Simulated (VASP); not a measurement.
A run of VASP 6.6.1 is set up as follows.

The input INCAR:

```
SYSTEM = Sn
PREC = Accurate
ENCUT = 520
EDIFF = 1E-7
ISMEAR = 0
SIGMA = 0.02
LREAL = .False.
LASPH = .True.
NELM = 80
ALGO = Normal
ISIF = 2
LWAVE = .False.
LCHARG = .False.
GGA = PE
```

The input KPOINTS:

```
regular mesh
0
Gamma
  10 10 10
  0 0 0
```

Contents of POSCAR:

```
Sn
1.0
    0.0000000000      3.2333428000      3.2333428000
    3.2333428000      0.0000000000      3.2333428000
    3.2333428000      3.2333428000      0.0000000000
Sn
2
Direct
    0.0000000000      0.0000000000      0.0000000000
    0.2500000000      0.2500000000      0.2500000000
```

Potentials or basis: VASP PAW PBE potentials, release 64 (Sn_d).

The run is started by

```sh
$ cat potpaw_PBE.64/Sn_d/POTCAR > POTCAR
$ mpirun -np 1 vasp_std > vasp.out
```

(1) Predict the band gap on the k mesh.

(2) Predict the pressure.

## Answers

(1) none (metal or under the smearing width).

(2) 3.7 GPa.
